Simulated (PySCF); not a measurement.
Peak assignment

Cartesian coordinates in Å; atom numbers follow the order of the lines, from 1:
```xyz
14

C     0.9122    1.0934   -0.6292
C    -0.3934    1.2920   -0.4637
C    -1.2224    0.3253    0.3302
C    -0.6767   -1.0983    0.2135
C     0.8189   -1.1191    0.3370
C     1.5514   -0.0898   -0.0821
H     1.5277    1.8034   -1.1621
H    -0.8836    2.1784   -0.8384
H    -1.2021    0.6428    1.3808
H    -2.2632    0.3547    0.0035
H    -0.9429   -1.5162   -0.7659
H    -1.1325   -1.7361    0.9725
H     1.2753   -2.0209    0.7187
H     2.6306   -0.1098   -0.0371
```

Non-relativistic Hamiltonian, isolated molecule, one averaged value for each set of equivalent atoms, single conformer. σ from GIAO-PBE0/pcSseg-1; geometry: GFN2-xTB; PySCF 2.14.0 with density-fitted response routines.

δ = σ(ref) − σ, references computed at the same level: TMS for ¹³C, ¹H.

Problem. Assign these signals to the numbered atoms. ¹³C{¹H} NMR (computed): δ 133.7 (CH), 132.0 (CH), 25.7 (CH2).

Solution. 
133.7 → C2/C5, alkene CH: as expected for a trigonal carbon in a double bond
132.0 → C1/C6, alkene CH
25.7 → C3/C4, allylic sp3 CH2: a saturated carbon with 2 carbon neighbours and no heteroatom attached

C2/C5 and C1/C6 lie closer than the usual error of such a calculation, so a measured spectrum could show them in the other order.

Problem. Assign these signals to the numbered atoms. ¹H NMR (600 MHz, computed): δ 6.21 (m, 2H), 6.05 (m, 2H), 2.25 (m, 4H).

Solution. 
| δ (ppm) | atoms | environment | reason |
| --- | --- | --- | --- |
| 6.21 | H7/H14 | hydrogen on an alkene CH | olefinic region |
| 6.05 | H8/H13 | hydrogen on an alkene CH | – |
| 2.25 | H9/H10/H11/H12 | hydrogen on an allylic sp3 CH2 | allylic position |

Shifts are as computed. Against solution values, carbons near 30 ppm lie about +3 ppm off and those near 130 ppm about +5 ppm. Of 1211 compounds with measured shifts, 218 miss one by over three times the rms of a fit or turn the order of signals round; such compounds aren't used in these exercises. Multiplicities follow the n + 1 count of equivalent neighbours, as no J values were calculated; m marks all less simple cases, F and P coupling included.
